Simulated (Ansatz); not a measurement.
All numbers below come from DFT PBE, scalar-relativistic, plane waves, PAW in Ansatz 0.2.0. Settings: cutoff 420 eV, Γ-centred meshes spaced at most about 0.3 Å⁻¹, and about 0.25 Å⁻¹ or finer for metals (2π included), Gaussian smearing. No spin polarisation.

These are static total energies at zero pressure.

Two relaxed structures of AlIn₂As₃:

A.

```
CELL_PARAMETERS angstrom
4.26282 0.00000 0.00000
-2.13141 3.69171 0.00000
0.00000 0.00000 10.46252
ATOMIC_POSITIONS crystal
Al 0.00000 0.00000 0.00013
In 0.33333 0.66667 0.67236
In 0.66667 0.33333 0.32625
As 0.00000 0.00000 0.76370
As 0.33333 0.66667 0.41785
As 0.66667 0.33333 0.06971
```

B.

```
CELL_PARAMETERS angstrom
3.68667 -6.39514 0.00000
3.68667 6.39514 0.00000
-2.44290 0.00000 6.95205
ATOMIC_POSITIONS crystal
Al 0.08048 0.92014 0.50076
Al 0.92014 0.08048 0.00076
In 0.41619 0.58432 0.49978
In 0.58432 0.41619 0.99978
In 0.24570 0.75384 0.00003
In 0.75384 0.24570 0.50003
As 0.44217 0.27302 0.61665
As 0.27302 0.44217 0.11665
As 0.81193 0.95970 0.64010
As 0.95970 0.81193 0.14010
As 0.12080 0.64171 0.61768
As 0.64171 0.12080 0.11768
```

Question: Which is lower in energy, and by how much?

Answer: B is lower, by 19 meV/atom. A has Al and In ordered on zinc blende sites, space group P3m1 (No. 156), 27.4 Å³/atom and no gap on its mesh; B has Al and In ordered on zinc blende sites, space group Cc (No. 9), 27.3 Å³/atom and a gap of 0.19 eV. Counting As atoms around Al and In (those within 1.25 times the shortest such distance or 1.15 times the sum of covalent radii, 1.27 where that leaves under three), A and B both have Al 4, In 4. Both come from invented guesses. Shaken at random and relaxed again, A came back. Checks on A: phonons real on a 2×2×1 q mesh, imaginary between its points (to 5i cm⁻¹, which can come from the interpolation).

The k mesh leaves some 4 meV/atom of noise in the energy of each metallic cell. Kohn–Sham gaps at this level usually fall short of measured ones. The zero gap of P3m1 may come from the functional, which often closes small gaps. Cells without such a test can be saddle points.
